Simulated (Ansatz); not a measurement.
Pb, DFT, PBE, all-electron LAPW, scalar-relativistic (Ansatz 0.2.0), run on 1 thread of Intel(R) Xeon(R) 6975P-C (Granite Rapids) on a shared host.

The cell is the one relaxed in the Materials Project (mp-1247117), not relaxed further here; entries there can be hypothetical. The listed cell was then made from it by scaling, straining or moving an atom.

Command: `ansatz run input.yaml --threads 1 --pin off --max-ram 3072MiB --backend cpu --events-out ev --progress --plain --runs-dir out`

```yaml
crystal:
  lattice:
    - [0.0, 3.4390000555, 3.4046100549]
    - [3.4390000555, 0.0, 3.4046100549]
    - [3.4390000555, 3.4390000555, 0.0]
  atoms:
    - { symbol: Pb, position: [0.0, 0.0, 0.0] }
    - { symbol: Pb, position: [0.25, 0.25, 0.25] }
kpoints:
  mp_grid: { grid: [8, 8, 8] }
  band_path:
    path:
      - [0.0, 0.0, 0.0]
      - [0.0, 0.5, 0.5]
      - [0.25, 0.75, 0.5]
      - [0.0, 0.5, 0.0]
      - [0.0, 0.0, 0.0]
      - [0.5, 0.5, 0.0]
      - [0.3775380063, 0.6224619937, 0.0]
      - [-0.3775380063, 0.3775380063, 0.0]
      - [0.0, 0.0, 0.0]
    npoints: 5
scf:
  occupations: { method: fermi_dirac, width: 0.05 }
hamiltonian:
  xc: pbe
  pseudopotentials: { kind: all_electron, lapw: { basis_error: 0.00025 } }
output:
  forces: true
  stress: true
  eigenvalues: true
```

(1) How large is the problem that the program sets up?

(2) Estimate the wall time and the peak memory.

## Answers

(1) 59 irreducible k-points, 845 plane waves at Γ, 44 bands.

(2) 22 s of wall time for 7 SCF iterations, with a peak of 0.52 GiB. Times on shared machines scatter by tens of per cent.
